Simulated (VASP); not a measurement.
# NiO (Fm-3m) in VASP: settings compared

One crystal, NiO, is run at these levels: PBE, LDA; tasks: single point, atomic charges.

All numbers are computed with VASP 6.6.1; they aren't measurements. Logs are shortened: lines on timing, memory, paths and dates and some standing lists are left out, and cuts for length are marked.

**1. The structure**

It takes space group Fm-3m (No. 225, cubic). The conventional cell has a = 4.172 Å, b = 4.172 Å, c = 4.172 Å, α = 90.00°, β = 90.00°, γ = 90.00°. Ni (site symmetry m-3m) is surrounded by 6 O at 2.09 Å. Around O (site symmetry m-3m) lie 6 Ni at 2.09 Å.

**2. Single point, PBE, collinear spin, ferromagnetic start (atoms moved at random, drawn with an rms of 0.05 Å)**

The input, INCAR:

```
ALGO = Fast ; EDIFF = 1E-6
ENCUT = 520 ; GGA = PE
ISIF = 2 ; ISMEAR = -1
ISPIN = 2 ; LASPH = True
LCHARG = True ; LELF = True
LMAXMIX = 4 ; LORBIT = 11
LREAL = False ; LVHAR = True
LWAVE = False ; MAGMOM = 1 0
NELM = 100 ; PREC = Accurate
SIGMA = 0.1
```

The input, KPOINTS:

```
k-points
0
Gamma
  11 11 11
```

The input, POSCAR:

```
NiO
1.0
    0.0000000000      2.0859016414      2.0859016414
    2.0859016414      0.0000000000      2.0859016414
    2.0859016414      2.0859016414      0.0000000000
Ni O
1 1
Direct
    0.0110610000     -0.0019740000     -0.0072160000
    0.5137420000      0.4931640000      0.5003940000
```

Potentials or basis: VASP PAW PBE potentials, release 64 (Ni_pv, O).

Command:

```
$ cat potpaw_PBE.64/Ni_pv/POTCAR potpaw_PBE.64/O/POTCAR > POTCAR
$ mpirun -np 1 vasp_std > vasp.out
```

OUTCAR:

```text
EDIFF = 1E-6
   ENCUT = 520
   GGA = PE
   ISIF = 2
   ISMEAR = -1
   ISPIN = 2
   LASPH = True
   LORBIT = 11
   LREAL = False
   NELM = 100
   PREC = Accurate

 ion  position               nearest neighbor table
   1  0.011  0.998  0.993-   2 2.06   2 2.08   2 2.08   2 2.09   2 2.09   2 2.11
   2  0.514  0.493  0.500-   1 2.06   1 2.08   1 2.08   1 2.09   1 2.09   1 2.11

  LATTYP: Found a face centered cubic cell.
 ALAT       =     4.1718032828

  Lattice vectors:

 A1 = (   0.0000000000,   2.0859016414,   2.0859016414)
 A2 = (   2.0859016414,   0.0000000000,   2.0859016414)
 A3 = (   2.0859016414,   2.0859016414,   0.0000000000)

Analysis of symmetry for initial positions (statically):
=====================================================================
 Subroutine PRICEL returns:
 Original cell was already a primitive cell.

 Routine SETGRP: Setting up the symmetry group for a
 face centered cubic supercell.

 Subroutine GETGRP returns: Found  1 space group operations
 (whereof  1 operations were pure point group operations)
 out of a pool of 48 trial point group operations.

The static configuration has the point symmetry C_1 .

Analysis of symmetry for dynamics (positions and initial velocities):
=====================================================================
 Subroutine PRICEL returns:
 Original cell was already a primitive cell.

 Routine SETGRP: Setting up the symmetry group for a
 face centered cubic supercell.

 Subroutine GETGRP returns: Found  1 space group operations
 (whereof  1 operations were pure point group operations)
 out of a pool of 48 trial point group operations.

The dynamic configuration has the point symmetry C_1 .

Analysis of structural, dynamic, and magnetic symmetry:
=====================================================================
 Subroutine PRICEL returns:
 Original cell was already a primitive cell.

 Routine SETGRP: Setting up the symmetry group for a
 face centered cubic supercell.

 Subroutine GETGRP returns: Found  1 space group operations
 (whereof  1 operations were pure point group operations)
 out of a pool of 48 trial point group operations.

The overall configuration has the point symmetry C_1 .

 Subroutine INISYM returns: Found  1 space group operations
 (whereof  1 operations are pure point group operations),
 and found     1 'primitive' translations

----------------------------------------------------------------------------------------

                                     Primitive cell

  volume of cell :      18.1515

  direct lattice vectors                    reciprocal lattice vectors
     0.000000000  2.085901641  2.085901641    -0.239704495  0.239704495  0.239704495
     2.085901641  0.000000000  2.085901641     0.239704495 -0.239704495  0.239704495
     2.085901641  2.085901641  0.000000000     0.239704495  0.239704495 -0.239704495

  length of vectors
     2.949910391  2.949910391  2.949910391     0.415180364  0.415180364  0.415180364

  position of ions in fractional coordinates (direct lattice)
     0.011061000  0.998026000  0.992784000
     0.513742000  0.493164000  0.500394000

  ion indices of the primitive-cell ions
   primitive index   ion index
                 1           1
                 2           2

----------------------------------------------------------------------------------------

 KPOINTS: k-points

Automatic generation of k-mesh.
 Grid dimensions read from file:
 generate k-points for:   11   11   11

 Generating k-lattice:

  Cartesian coordinates                     Fractional coordinates (reciprocal lattice)
    -0.021791318  0.021791318  0.021791318     0.090909091  0.000000000  0.000000000
     0.021791318 -0.021791318  0.021791318     0.000000000  0.090909091  0.000000000
     0.021791318  0.021791318 -0.021791318     0.000000000  0.000000000  0.090909091

  Length of vectors
     0.037743669  0.037743669  0.037743669

  Shift w.r.t. Gamma in fractional coordinates (k-lattice)
     0.000000000  0.000000000  0.000000000

 Subroutine IBZKPT returns following result:
 ===========================================

 Found    666 irreducible k-points:

 Following reciprocal coordinates:
            Coordinates               Weight
  0.000000  0.000000  0.000000      1.000000
  0.090909  0.000000  0.000000      2.000000
  0.000000  0.090909  0.000000      2.000000
  0.000000  0.000000  0.090909      2.000000
  0.090909  0.090909  0.090909      2.000000
  0.181818  0.000000  0.000000      2.000000
[... 16 lines left out ...]
  0.000000  0.090909  0.090909      2.000000
  0.090909  0.000000  0.090909      2.000000
 [... further k-points ...]
   k-points           NKPTS =    666   k-points in BZ     NKDIM =    666   number of bands    NBANDS=     16
   number of dos      NEDOS =    301   number of ions     NIONS =      2
   total plane-waves  NPLWV =  13824
   dimension x,y,z NGX =    24 NGY =   24 NGZ =   24
   dimension x,y,z NGXF=    48 NGYF=   48 NGZF=   48
   ions per type =               1   1
   NGX,Y,Z   is equivalent  to a cutoff of  13.53, 13.53, 13.53 a.u.
   NGXF,Y,Z  is equivalent  to a cutoff of  27.05, 27.05, 27.05 a.u.
 SYSTEM =  unknown system
   PREC   = accura    normal or accurate (medium, high low for compatibility)
   ISTART =      0    job   : 0-new  1-cont  2-samecut
   ICHARG =      2    charge: 1-file 2-atom 10-const
   ISPIN  =      2    spin polarized calculation?
   LNONCOLLINEAR =      F non collinear calculations
   LSORBIT =      F    spin-orbit coupling
   LASPH  =      T    aspherical Exc in radial PAW
   ENCUT  =  520.0 eV  38.22 Ry    6.18 a.u.   5.48  5.48  5.48*2*pi/ulx,y,z
   NELM   =    100;   NELMIN=  2; NELMDL= -5     # of ELM steps
   EDIFF  = 0.1E-05   stopping-criterion for ELM
   LREAL  =      F    real-space projection
   EDIFFG = 0.1E-04   stopping-criterion for IOM
   NSW    =      0    number of steps for IOM
   IBRION =     -1    ionic relax: 0-MD 1-quasi-New 2-CG
   NFREE  =      0    steps in history (QN), initial steepest desc. (CG)
   ISIF   =      2    stress and relaxation
   ISYM   =      2    0-nonsym 1-usesym 2-fastsym
   POTIM  = 0.5000    time-step for ionic-motion
   TEBEG  =    0.0;   TEEND  =   0.0 temperature during run
   PSTRESS=    0.0 pullay stress
   NELECT =      22.0000    total number of electrons
   NUPDOWN=      -1.0000    fix difference up-down
   EMIN   =  10.00;   EMAX   =-10.00  energy-range for DOS
   EFERMI =   0.00;   METHOD = LEGACY
   ISMEAR =    -1;   SIGMA  =   0.10  broadening in eV -4-tet -1-fermi 0-gaus
   EFERMI_NEDOS =   21; number of points for ismear=-14 and -15
   IALGO  =     68    algorithm
   IMIX   =      4    mixing-type and parameters
     AMIX     =   0.40;   BMIX     =  1.00
     AMIX_MAG =   1.60;   BMIX_MAG =  1.00
  volume/ion in A,a.u.               =       9.08        61.25
  Fermi-wavevector in a.u.,A,eV,Ry     =   1.745468  3.298456 41.452308  3.046659
  Thomas-Fermi vector in A             =   2.817149
   LORBIT       =     11    0 simple, 1 ext, 2 COOP (PROOUT), +10 PAW based schemes
   GGA     = PE    functional components
   LHFCALC =     F    Hartree Fock is set to
   AEXX    =    0.0000 exact exchange contribution
   IVDW    =     0    specifies the selected vdW correction
   LEPSILON=     F    determine dielectric tensor
   LRPA    =     F    only Hartree local field effects (RPA)
 spin polarized calculation
 RMM-DIIS sequential band-by-band and
  energy-cutoff  :      520.00
  volume of cell :       18.15
 maximum number of plane-waves:       531
 NGX is ok and might be reduce to    24
   NGX = 11   NGY = 11   NGZ = 11

 number of electron      22.0000004 magnetization       1.6598440

 Free energy of the ion-electron system (eV)
  ---------------------------------------------------
  ext. energy  EPLUGINS =         0.00000000
  ---------------------------------------------------
  free energy    TOTEN  =       -11.50097195 eV

  energy without entropy =      -11.46017436  energy(sigma->0) =      -11.48057316

 E-fermi :   7.0915     XC(G=0): -13.0192

 val. band max:        7.0862159226   @ k =   0.0909  -0.4545  -0.4545
 cond. band min:       7.0937877684   @ k =  -0.1818  -0.3636  -0.1818
 fundamental gap:      0.0075718458
 Fermi energy:         7.0914825042

 spin component 1

 k-point     1 :       0.0000    0.0000    0.0000
  band No.  band energies     occupation
      1     -57.6508      1.00000
      2     -57.6492      1.00000
      3     -57.6483      1.00000
      4     -13.3859      1.00000
      5       3.8657      1.00000
      6       3.9608      1.00000
[... 8 lines left out ...]
     15      25.9246      0.00000
     16      25.9277      0.00000

 k-point     2 :       0.0909    0.0000    0.0000
  band No.  band energies     occupation
      1     -57.6516      1.00000
      2     -57.6492      1.00000
      3     -57.6484      1.00000
      4     -13.2909      1.00000
      5       3.0989      1.00000
      6       3.1768      1.00000
[... 8 lines left out ...]
     15      25.6258      0.00000
     16      25.6291      0.00000

 k-point     3 :       0.0000    0.0909    0.0000
  band No.  band energies     occupation
      1     -57.6513      1.00000
      2     -57.6497      1.00000
      3     -57.6483      1.00000
      4     -13.2909      1.00000
      5       3.1074      1.00000
      6       3.1754      1.00000
[... 8 lines left out ...]
     15      25.6260      0.00000
     16      25.6316      0.00000
[... 362 lines left out ...]
 k-point    23 :       0.0000    0.0909    0.0909
  band No.  band energies     occupation
      1     -57.6514      1.00000
      2     -57.6498      1.00000
      3     -57.6493      1.00000
      4     -13.2610      1.00000
      5       2.4993      1.00000
      6       3.5655      1.00000
[... 8 lines left out ...]
     15      25.0670      0.00000
     16      25.0695      0.00000

 k-point    24 :       0.0909    0.0000    0.0909
  band No.  band energies     occupation
      1     -57.6518      1.00000
      2     -57.6498      1.00000
      3     -57.6489      1.00000
      4     -13.2610      1.00000
      5       2.4952      1.00000
      6       3.5780      1.00000
[... 8 lines left out ...]
     15      25.0670      0.00000
     16      25.0675      0.00000

 [... further k-points ...]

 spin component 2

 k-point     1 :       0.0000    0.0000    0.0000
  band No.  band energies     occupation
      1     -55.9628      1.00000
      2     -55.9623      1.00000
      3     -55.9621      1.00000
      4     -12.9905      1.00000
      5       4.4528      1.00000
      6       4.4550      1.00000
[... 8 lines left out ...]
     15      26.1391      0.00000
     16      26.1404      0.00000

 k-point     2 :       0.0909    0.0000    0.0000
  band No.  band energies     occupation
      1     -55.9641      1.00000
      2     -55.9623      1.00000
      3     -55.9622      1.00000
      4     -12.8930      1.00000
      5       3.6511      1.00000
      6       4.0763      1.00000
[... 8 lines left out ...]
     15      25.8648      0.00000
     16      25.8693      0.00000

 k-point     3 :       0.0000    0.0909    0.0000
  band No.  band energies     occupation
      1     -55.9639      1.00000
      2     -55.9625      1.00000
      3     -55.9621      1.00000
      4     -12.8930      1.00000
      5       3.6524      1.00000
      6       4.0761      1.00000
[... 8 lines left out ...]
     15      25.8655      0.00000
     16      25.8710      0.00000
[... 362 lines left out ...]
 k-point    23 :       0.0000    0.0909    0.0909
  band No.  band energies     occupation
      1     -55.9638      1.00000
      2     -55.9634      1.00000
      3     -55.9628      1.00000
      4     -12.8622      1.00000
      5       3.3642      1.00000
      6       4.0855      1.00000
[... 8 lines left out ...]
     15      25.3188      0.00000
     16      25.3222      0.00000

 k-point    24 :       0.0909    0.0000    0.0909
  band No.  band energies     occupation
      1     -55.9642      1.00000
      2     -55.9630      1.00000
      3     -55.9628      1.00000
      4     -12.8621      1.00000
      5       3.3641      1.00000
      6       4.0866      1.00000
[... 8 lines left out ...]
     15      25.3195      0.00000
     16      25.3201      0.00000

 [... further k-points ...]

------------------------ aborting loop because EDIFF is reached ----------------------------------------

  FORCE on cell =-STRESS in cart. coord.  units (eV):
  Direction    XX          YY          ZZ          XY          YZ          ZX
  --------------------------------------------------------------------------------------
  -------------------------------------------------------------------------------------
  Total        0.4321577      0.4514843      0.4309579      0.0000069      0.0002895     -0.0004620
  in kB       38.1453275     39.8512350     38.0394292      0.0006117      0.0255548     -0.0407789
  external PRESSURE =      38.6786639 kB  Pullay stress =       0.0000000 kB

 VOLUME and BASIS-vectors are now :
 -----------------------------------------------------------------------------
  energy-cutoff  :      520.00
  volume of cell :       18.15
      direct lattice vectors                 reciprocal lattice vectors
     0.000000000  2.085901641  2.085901641    -0.239704495  0.239704495  0.239704495
     2.085901641  0.000000000  2.085901641     0.239704495 -0.239704495  0.239704495
     2.085901641  2.085901641  0.000000000     0.239704495  0.239704495 -0.239704495

 POSITION                                       TOTAL-FORCE (eV/Angst)
 -----------------------------------------------------------------------------------
      4.15263      2.09392      2.10486         0.017776      0.066543     -0.014131
      2.07246      2.11539      2.10031        -0.017776     -0.066543      0.014131
 -----------------------------------------------------------------------------------
    total drift:                                0.000284      0.000253     -0.000243

  FREE ENERGIE OF THE ION-ELECTRON SYSTEM (eV)
  ---------------------------------------------------
  free  energy   TOTEN  =       -11.5009719513 eV

  energy  without entropy=      -11.4601743643  energy(sigma->0) =      -11.48057316

 total charge

# of ion       s       p       d       tot
------------------------------------------
    1        0.208   6.176   7.928  14.311
    2        1.557   3.423   0.000   4.980
--------------------------------------------------
tot          1.765   9.598   7.928  19.291

 magnetization (x)

# of ion       s       p       d       tot
------------------------------------------
    1        0.010   0.010   1.351   1.371
    2        0.027   0.215   0.000   0.242
--------------------------------------------------
tot          0.037   0.225   1.351   1.613
```

Wall time 5.3 min (1 thread of AMD EPYC 9R45 (Zen 5), shared host); peak memory 0.38 GiB.

What came out:

| Property | Result |
| --- | --- |
| Free energy | -11.5010 eV |
| Pressure | 3.9 GPa |
| Largest force | 0.070 eV/Å |
| Band gap on the k mesh | none (metal or under the smearing width) |
| Net moment | 1.66 μB per cell |
| Site moments | Ni +1.37; O +0.24 μB |
| Valence electrons inside the program's atomic spheres | Ni 14.31; O 4.98 |

Forces in eV/Å, atoms in the order of the input:
```
Ni   0.018  0.067 -0.014
O   -0.018 -0.067  0.014
```

Levels at points of the mesh, in eV from the Fermi level:
Spin up:
| k point | band 9 | band 10 | band 11 | band 12 | band 13 | band 14 | band 15 | band 16 |
| --- | --- | --- | --- | --- | --- | --- | --- | --- |
| (0.00, 0.00, 0.00) | -2.93 | -2.63 | -2.62 | -2.61 | 1.47 | 17.79 | 18.83 | 18.84 |
Spin down:
| k point | band 6 | band 7 | band 8 | band 9 | band 10 | band 11 | band 12 | band 13 | band 14 | band 15 |
| --- | --- | --- | --- | --- | --- | --- | --- | --- | --- | --- |
| (0.00, 0.00, 0.00) | -2.64 | -2.64 | -1.86 | -1.84 | -1.84 | -0.64 | -0.63 | 1.80 | 17.73 | 19.05 |

Caveat: a cell with one magnetic atom can't hold antiferromagnetic order, which such compounds often take; semilocal functionals often make such compounds metallic where correlation or magnetic order opens a gap, which also shifts bond lengths.

**3. Single point, PBE, collinear spin, ferromagnetic start**

The input, INCAR:

```
SYSTEM = NiO
  PREC = Accurate
  ENCUT = 520
  EDIFF = 1E-7
  ISMEAR = 0
  SIGMA = 0.02
  LREAL = .FALSE.
  LASPH = .TRUE.
  NELM = 120
  ALGO = Normal
  ISIF = 2
  LWAVE = .FALSE.
  LCHARG = .FALSE.
  ISPIN = 2
  MAGMOM = 1 0
  LORBIT = 11
  LMAXMIX = 4
  GGA = PE
```

The input, KPOINTS:

```
Automatic mesh
0
G
  11 11 11
  0 0 0
```

The input, POSCAR:

```
NiO
1.0
    0.0000000000      2.0859016414      2.0859016414
    2.0859016414      0.0000000000      2.0859016414
    2.0859016414      2.0859016414      0.0000000000
Ni O
1 1
Direct
    0.0000000000      0.0000000000      0.0000000000
    0.5000000000      0.5000000000      0.5000000000
```

Potentials or basis: VASP PAW PBE potentials, release 64 (Ni, O).

Command:

```
$ cat potpaw_PBE.64/Ni/POTCAR potpaw_PBE.64/O/POTCAR > POTCAR
$ mpirun -np 1 vasp_std > vasp.out
```

Run time: 14 s. Hardware: 1 thread of Intel Xeon 6975P-C (Granite Rapids), shared host; peak memory 0.15 GiB.

The run converged. Its results:

```yaml
Free_energy: -11.4672 eV
Pressure: 6.1 GPa
Band_gap_on_the_k_mesh: none (metal or under the smearing width)
Net_moment: 1.77 μB per cell
Site_moments: Ni +1.46; O +0.27 μB
Valence_electrons_inside_the_program's_atomic_spheres: Ni 8.99; O 4.98
```

Levels at points of the mesh, in eV from the Fermi level:
Spin up:
```tsv
k point	band 7	band 8	band 9	band 10	band 11	band 12
(0.00, 0.00, 0.00)	-2.65	-2.65	-2.65	1.59	17.90	18.98
```
Spin down:
```csv
k point,band 3,band 4,band 5,band 6,band 7,band 8,band 9,band 10,band 11,band 12
"(0.00, 0.00, 0.00)",-2.45,-2.45,-1.83,-1.83,-1.83,-0.58,-0.58,1.94,17.83,19.19
```

Caveat: a cell with one magnetic atom can't hold antiferromagnetic order, which such compounds often take; semilocal functionals often make such compounds metallic where correlation or magnetic order opens a gap, which also shifts bond lengths.

[end of part 1 of 2]
